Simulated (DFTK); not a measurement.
# Si in DFTK: convergence with smearing width

The system is Si.

```
Si
1.0
     2.64755    0.00000    0.00000
    -1.37166    2.23974    0.00000
     0.02112    0.10055    2.47121
Si
1
Direct
  0.07426 0.03576 0.01788
```

The cell isn't the ideal one: cell strained at random.

- Program: DFTK 0.8.2
- Task: convergence study
- Functional: LDA
- Potentials or basis: cp2k.nc.sr.lda.v0_1.semicore.gth (LDA, GTH)
- Cutoff: 816 eV
- k mesh: 5 × 5 × 5
- Occupations: gaussian, width 0.5 eV
- Spin: collinear spin, ferromagnetic start
- Starting moments: [0.5] μB

These are the settings of the first run; the series varies smearing width, with any setting tied to it.

Hardware: 1 thread of Intel(R) Xeon(R) 6975P-C (Granite Rapids) (shared host).

Task: The values tried are 0.5 eV, 0.3 eV, 0.2 eV, 0.1 eV, 0.05 eV, 0.025 eV, 0.01 eV, loosest first. From which on does the pressure stay within 0.1 GPa of the tightest run that finished?

Result: From 0.1 eV on.

```csv
smearing width,"energy less the tightest run, at zero smearing (meV/atom)",pressure (GPa),absolute moment (μB),SCF cycles
0.5 eV,-0.35,1.41,0.00,8
0.3 eV,-0.27,1.41,0.00,8
0.2 eV,-0.79,1.37,0.00,8
0.1 eV,-0.42,1.27,0.00,9
0.05 eV,0.17,1.24,0.00,10
0.025 eV,0.05,1.24,0.05,8
0.01 eV,0.00,1.23,0.05,9
```

Against the tightest run, the energy stays within 1 meV/atom from 0.5 eV on; the absolute moment stays within 0.02 μB from 0.025 eV on. Narrower smearing needs a denser k mesh, so at a fixed mesh the narrowest width isn't the most accurate. The tightest run that finished is the yardstick and may itself not be fully converged.

Caveat, for the tightest run too: the k mesh is coarse (spacing up to 0.56 Å⁻¹), so the values aren't converged; GTH potentials come without recommended cutoffs, and this one wasn't checked for convergence.
